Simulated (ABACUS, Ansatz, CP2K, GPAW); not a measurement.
## ZnS: equilibrium volume by level of theory

**What was measured.** The equilibrium volume of ZnS (F-43m) is reported as 19.78 Å³/atom at 300 K (a printed reference work). The runs below try to reproduce it.

The structure is cubic, space group F-43m (No. 216). The conventional cell has a = 5.404 Å, b = 5.404 Å, c = 5.404 Å, α = 90.00°, β = 90.00°, γ = 90.00°. Zn (site symmetry -43m) has 4 S at 2.34 Å as nearest neighbours. S (site symmetry -43m) is surrounded by 4 Zn at 2.34 Å.

| rung | level | program and potentials | cutoff (eV) | k mesh | smearing | task | core time | chip | equilibrium volume (Å³/atom) | miss | notes |
| --- | --- | --- | --- | --- | --- | --- | --- | --- | --- | --- | --- |
| GGA + dispersion | BLYP+D3(BJ) | Ansatz, all-electron LAPW, scalar-relativistic | - | 9 × 9 × 9 | fermi-dirac 0.05 | relaxation of cell and atoms | 8 s | AMD EPYC 9R45 Zen 5 | 19.52 | -1.3 % | - |
| GGA + dispersion | PBEsol+D3(BJ)+ATM | Ansatz, Ansatz PAW | 420 | 9 × 9 × 9 | fermi-dirac 0.05 | relaxation of cell and atoms | 13 s | Intel Xeon | 18.77 | -5.1 % | potentials made for PBE, which Ansatz adapts in part |
| GGA | revPBE | GPAW, the program's PAW data sets (release 1.2.1) made for this functional | 600 | 7 × 7 × 7 | fermi-dirac 0.05 | equation of state | 59 s | Intel Xeon Platinum 8488C Sapphire Rapids | 20.78 | +5.1 % | - |
| non-local van der Waals functional | optB88-vdW | GPAW, GPAW PAW data sets (gpaw-data 1.2.1) | 600 | 7 × 7 × 7 | fermi-dirac 0.05 | equation of state | 74 s | Arm Neoverse V1 | 20.41 | +3.2 % | potentials made for PBE |
| hybrid | PBE-EpsX | Ansatz, Ansatz PAW | 420 | 5 × 5 × 5 | fermi-dirac 0.05 | equation of state | 3.8 min | Arm Neoverse V1 | 19.92 | +0.7 % | coarse mesh; potentials made for PBE, which Ansatz adapts in part; exact-exchange share 1/ε∞ |
| GGA | PBE | ABACUS, GBRV ultrasoft 1.5 PBE, plane waves | 544 | 7 × 7 × 7 | fermi-dirac 0.05 | equation of state | 5.1 min | Intel Xeon Platinum 8488C Sapphire Rapids | 20.20 | +2.1 % | fit through 4 volumes |
| LDA | LDA | CP2K, GTH_POTENTIALS Zn GTH-PADE-q12, S GTH-PADE-q6; TZVP-MOLOPT-PBE-GTH basis | - | 9 × 9 × 9 | fermi-dirac 0.05 | equation of state | 6.9 min | Arm Neoverse V1 | 18.67 | -5.6 % | atomic basis |

Times are single runs on shared hosts and different chips, so they are rough; meshes, cutoffs and the tasks' sizes weigh on the time. All rows: no spin polarisation. Smearing widths are in eV. Meshes differ between rows, which moves values too. Meshes are those of the run's cell of 2 atoms unless a note names another. Relaxations start from the cell shown or near it and stop with a little pressure left. Misses use the values as printed. Runs on faulty files, with rough fits or with known faults for this quantity aren't shown. No row holds spin-orbit coupling.

By rung: GGA + dispersion 18.77 to 19.52; GGA 20.20 to 20.78; non-local van der Waals functional 20.41; LDA in atomic bases 18.67; hybrid on coarse meshes 19.92 (Å³/atom). Measured: 19.78 Å³/atom at 300 K (a printed reference work). Closest, coarse meshes and atomic bases left aside, is BLYP+D3(BJ) (-1.3 %), and PBE misses by +2.1 % on plain settings. The runs are for a static lattice, while measurements hold temperature and zero-point motion.
